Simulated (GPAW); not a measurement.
# In (I4/mmm) in GPAW: single point with PBE

Aim: the single point of In with PBE.

Everything below comes from runs of GPAW 26.7.0. Logs are shortened: lines on timing, memory, paths and dates and some standing lists are left out, and cuts for length are marked. The log counts tension as positive stress, the text compression.

## (1) The structure

The structure is tetragonal, space group I4/mmm (No. 139). The conventional cell has a = 3.251 Å, b = 3.251 Å, c = 4.947 Å, α = 90.00°, β = 90.00°, γ = 90.00°. Around In (site symmetry 4/mmm) lie 12 In at 3.25 to 3.38 Å.

## (2) Single point, PBE

run.py

```python
from ase import Atoms
from ase.dft.bandgap import bandgap
from ase.io import write
from ase.units import GPa
from gpaw import GPAW, PW

atoms = Atoms(['In'],
              cell=[[-1.62547, 1.62547, 2.4737],
                    [1.62547, -1.62547, 2.4737],
                    [1.62547, 1.62547, -2.4737]],
              scaled_positions=[[0.0, 0.0, 0.0]],
              pbc=True)

calc = GPAW(mode=PW(450),
            xc='PBE',
            kpts={'size': (9, 9, 9), 'gamma': True},
            occupations={'name': 'fermi-dirac', 'width': 0.05},
            nbands=14,
            maxiter=120,
            txt='gpaw.txt')
atoms.calc = calc
energy = atoms.get_potential_energy()
forces = atoms.get_forces()
stress = atoms.get_stress()
calc.write('gs.gpw')
write('result.traj', atoms)
print(f'Energy: {energy:.6f} eV')
print('Forces (eV/A):')
print(forces.round(4))
print('Stress (GPa):', (stress / GPa).round(3))
print('Fermi level:', round(calc.get_fermi_level(), 4), 'eV')
print(f'Gap: {bandgap(calc)[0]:.4f} eV, direct: {bandgap(calc, direct=True)[0]:.4f} eV')
```

Potentials or basis: GPAW PAW data sets (gpaw-data 1.2.1), pw.

Started as:

```sh
$ OMP_NUM_THREADS=1 python run.py
```

gpaw.txt:

```text
__  _  _
 | _ |_)|_||  |
 |__||  | ||/\| - 26.7.0

Input parameters:
  mode=PW(ecut=450.00000000000006),
  kpts=MonkhorstPack(size=(9, 9, 9), gamma=True),
  maxiter=120,
  nbands=14,
  occupations=Occupations(name='fermi-dirac', width=0.05),
  xc=XC(name='PBE')

Diagonalizing LCAO Hamiltonian
Converting LCAO to pw mode

       In

Atoms  # Å, Bohr magnetons
|   | symbol |        x |        y |        z |    initial magnetic moments |
|---|--------|----------|----------|----------|-----------------------------|
| 0 |     In | 0.000000 | 0.000000 | 0.000000 | ( 0.0000,  0.0000,  0.0000) |

Unit cell  # Å
| periodic |         x |         y |         z |  lengths |     angles |
|----------|-----------|-----------|-----------|----------|------------|
|      yes | -1.625470 |  1.625470 |  2.473700 | 3.376906 | 122.452932 |
|      yes |  1.625470 | -1.625470 |  2.473700 | 3.376906 | 122.452932 |
|      yes |  1.625470 |  1.625470 | -2.473700 | 3.376906 |  85.801437 |

Number of symmetries: 16
Symmetry operations  # r_c * U_cc + t_c -> r_c
|    | kind |            matrix            |
|----|------|------------------------------|
|  0 |  σ   |  1, 1, 1,  0, 0,-1,  0,-1, 0 |
|  1 |  C4  |  1, 1, 1,  0, 0,-1, -1, 0, 0 |
|  2 |  E   |  1, 0, 0,  0, 1, 0,  0, 0, 1 |
|  3 |  σ   |  1, 0, 0,  0, 1, 0, -1,-1,-1 |
|  4 |  σ   |  0, 1, 0,  1, 0, 0,  0, 0, 1 |
|  5 |  C2  |  0, 1, 0,  1, 0, 0, -1,-1,-1 |
|  6 |  C2  |  0, 0, 1, -1,-1,-1,  1, 0, 0 |
|  7 |  S4  |  0, 0, 1, -1,-1,-1,  0, 1, 0 |
|  8 |  C4  |  0, 0,-1,  1, 1, 1,  0,-1, 0 |
|  9 |  σ   |  0, 0,-1,  1, 1, 1, -1, 0, 0 |
| 10 |  σ   |  0,-1, 0, -1, 0, 0,  1, 1, 1 |
| 11 |  C2  |  0,-1, 0, -1, 0, 0,  0, 0,-1 |
| 12 |  C2  | -1, 0, 0,  0,-1, 0,  1, 1, 1 |
| 13 |  i   | -1, 0, 0,  0,-1, 0,  0, 0,-1 |
| 14 |  S4  | -1,-1,-1,  0, 0, 1,  1, 0, 0 |
| 15 |  C2  | -1,-1,-1,  0, 0, 1,  0, 1, 0 |

BZ-sampling:
  Number of BZ points: 729
  Number of IBZ points: 75

  Monkhorst-Pack size: [9, 9, 9]
  Monkhorst-Pack shift: [0, 0, 0]

K-points  # in reciprocal-cell coordinates
|     |                                coordinates |     weight |
|-----|--------------------------------------------|------------|
|   0 | (  0.00000000,   0.00000000,   0.00000000) | 0.00137174 |
|   1 | (  0.11111111,  -0.11111111,   0.00000000) | 0.00548697 |
|   2 | (  0.11111111,  -0.11111111,   0.11111111) | 0.00548697 |
|   3 | (  0.11111111,   0.00000000,   0.00000000) | 0.01097394 |
|   4 | (  0.11111111,   0.11111111,  -0.11111111) | 0.00274348 |
|   5 | (  0.22222222,  -0.22222222,   0.00000000) | 0.00548697 |
|   6 | (  0.22222222,  -0.22222222,   0.11111111) | 0.01097394 |
|   7 | (  0.22222222,  -0.22222222,   0.22222222) | 0.00548697 |
|   8 | (  0.22222222,  -0.11111111,   0.00000000) | 0.02194787 |
|   9 | (  0.22222222,  -0.11111111,   0.11111111) | 0.01097394 |
| ... |                                            |            |
|  74 | (  0.44444444,   0.44444444,   0.44444444) | 0.01097394 |

Plane wave coefficients: 584
Cutoff: 450.00000000000006 eV

Spin-components: 1 (collinear spins)
Bands:           14
Projectors:      6
Spin-degeneracy: 2
Datatype:        complex128

Parallelization:
  kpt:    1
  domain: 1
  band:   1

Density:
  Valence electrons: 13.0
  Components: 1
  Grid points: [18 18 18]
  Charge: 0.0  # |e|

Potential:
  Grid points: [18 18 18]

species:
  In:
    name:    Indium
    Z:       49.0
    valence: 13
    core:    36
    charge:  0.0  # [|e|]
    compensation charges:
      type: gauss
      rc: 0.36  # [Å]
      lmax: 2
    cutoffs:
      filter: 2.09  # [Å]
      core: 2.48  # [Å]
    projectors
    | kind |    occ | energy [eV] | rcut [Å] |
    |------|--------|-------------|----------|
    |   5s |  2.000 |      -8.203 |    1.185 |
    |   5p |  1.000 |      -2.521 |    1.244 |
    |   4d | 10.000 |     -18.629 |    1.148 |
    |    s |        |      19.008 |    1.185 |
    |    p |        |      24.691 |    1.244 |
    |    d |        |       8.583 |    1.148 |

    Using partial waves for In as LCAO basis

Reference energy: -159975.419660  # eV

eigensolver:
  PPCG
  Converge bands: occupied
  niter=2

density mixing:
  MSR1-Mixer
  Pratt-step length: 0.05
  Maximum mixing coefficient: 0.75
  Old densities: 10
  SVD Regularization: 0.005
  Good broyden scale: 1.0
  Trust region scale: 1.0
  Backstep threshold: 4.0
  History deletion threshold: 6.0
  Fourier metric: weight=20.0, sigma=0.015

occupation numbers:
  Fermi-Dirac:
    width: 0.0500  # eV

poisson solver:
  ecut: 3600.0000000000005  # eV

xc functional:
  name: PBE with 2 nearest neighbor stencil

convergence criteria:
- Maximum [total energy] change in last 3 cyles: 0.0005 eV / valence electron
- Maximum integral of absolute [dens]ity change: 0.0001 electrons / valence electron
- Maximum integral of absolute [eigenst]ate change: 4e-08 eV^2 / valence electron
maximum number of iterations: 120

SCF iterations
|iter     | |      energy | eigst |  dens |
|---------|-|-------------|-------|-------|
|iter:   1| |   -2.739835 | -0.73 |       |
|iter:   2| |   -2.735971 | -2.54 | -1.58 |
|iter:   3| |   -2.707829 | -2.78 | -1.61 |
|iter:   4| |   -2.707360 | -3.82 | -2.08 |
|iter:   5| |   -2.707489c| -4.48 | -2.67 |
|iter:   6| |   -2.707495c| -6.16 | -3.76 |
|iter:   7| |   -2.707496c| -7.08 | -4.25c|
|iter:   8| |   -2.707496c| -8.19c| -5.26c|

Converged in 8 steps
Energy contributions relative to reference atoms: (reference = -159975.419660)

Energy contributions:
  Kinetic:          12.161359
  Coulomb:         -11.121685
  Zero:              0.237764
  External:          0.000000
  Xc:               -3.982377
  Entropy:          -0.005114
  Spinorbit:         0.000000
  ----------------------------
  Free energy:      -2.710053
  Extrapolated:     -2.707496

dipole moment: (-5.491660, -5.491660, -8.357410)  # |e|*Ang

Fermi level: 7.044
Eigenvalues  # (at kpt = [0.000, 0.000, 0.000])
| band index |      eig [eV] | occ [0-2] |
|------------|---------------|-----------|
|          0 |        -7.622 |     2.000 |
|          1 |        -7.516 |     2.000 |
|          2 |        -7.516 |     2.000 |
|          3 |        -7.434 |     2.000 |
|          4 |        -7.326 |     2.000 |
|          5 |        -2.561 |     2.000 |
|          6 |        17.508 |     0.000 |
|          7 |        17.508 |     0.000 |
|          8 |        17.675 |     0.000 |
|          9 |        18.639 |     0.000 |
|         10 |        20.935 |     0.000 |
|         11 |        21.065 |     0.000 |
|         12 |        21.065 |     0.000 |
|         13 |        22.382 |     0.000 |

No gap
No difference between direct/indirect transitions

Forces  # eV/Ang
|        x |       y |       z |
|----------|---------|---------|
| -0.00000 | 0.00000 | 0.00000 |  # In   0

Stress tensor  # eV/Ang^3
|        x |        y |        z |
|----------|----------|----------|
| 0.001742 | 0.000000 | 0.000000 |
| 0.000000 | 0.001742 | 0.000000 |
| 0.000000 | 0.000000 | 0.000944 |

# Writing to gs.gpw (mode='')
```

Wall time 14 s (1 thread of Arm Neoverse V1, shared host); peak memory 0.13 GiB.

What came out:

```yaml
Free_energy: -2.7101 eV
Pressure: -0.2 GPa
Band_gap_on_the_k_mesh: none (metal or under the smearing width)
```

Levels at points of the mesh, in eV from the Fermi level:
```tsv
k point	band 4	band 5	band 6	band 7	band 8	band 9
(0.00, 0.00, 0.00)	-14.48	-14.37	-9.60	10.46	10.46	10.63
```

Caveat: the cutoff is short for stress and forces, so pressures can be off by a GPa or more.
